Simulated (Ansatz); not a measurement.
Runs of Ansatz 0.2.0 on Ag. Symmetry: Fm-3m, No. 225, cubic system. Conventional cell: a = 4.085 Å, b = 4.085 Å, c = 4.085 Å, α = 90.00°, β = 90.00°, γ = 90.00°. Ag (site symmetry m-3m) is surrounded by 12 Ag at 2.89 Å. 

```tsv
task	level	cell	k mesh	cutoff (eV)	smearing	basis error allowed	gap on the mesh (eV)	pressure (GPa)	relaxed volume (Å³/atom)
single point	PBEsol	as given	11 × 11 × 11	240	fermi-dirac 0.05 eV	0.001 eV/atom	none	-2.9	-
single point	PBE	as given	8 × 8 × 8	213	fermi-dirac 0.02 eV	0.003 eV/atom	none	(b)	-
relaxation of cell and atoms	RPBE+D4	relaxed	11 × 11 × 11	-	fermi-dirac 0.05 eV	0.001 eV/atom	-	0.0	16.88
relaxation of cell and atoms	BLYP+D3(BJ)	relaxed	11 × 11 × 11	-	fermi-dirac 0.05 eV	0.001 eV/atom	-	0.0	16.89
relaxation of cell and atoms	PBEsol+D3(BJ)	relaxed	11 × 11 × 11	-	fermi-dirac 0.05 eV	0.001 eV/atom	-	0.0	(a)
```

Alike in all rows: potentials or basis all-electron LAPW, scalar-relativistic; no spin polarisation.

**Question.** Estimate the missing entries.

**Answer.** (a) 15.89; (b) 5.3.

Caveats: the k mesh is thin for a metal, which can move the energy by tens of meV per atom (some runs).

A k mesh can miss the band edges, and the runs leave out spin-orbit coupling on Ag.

A gap of «none» marks a metal or a gap under the smearing width.

Not every run made on this cell is shown here.
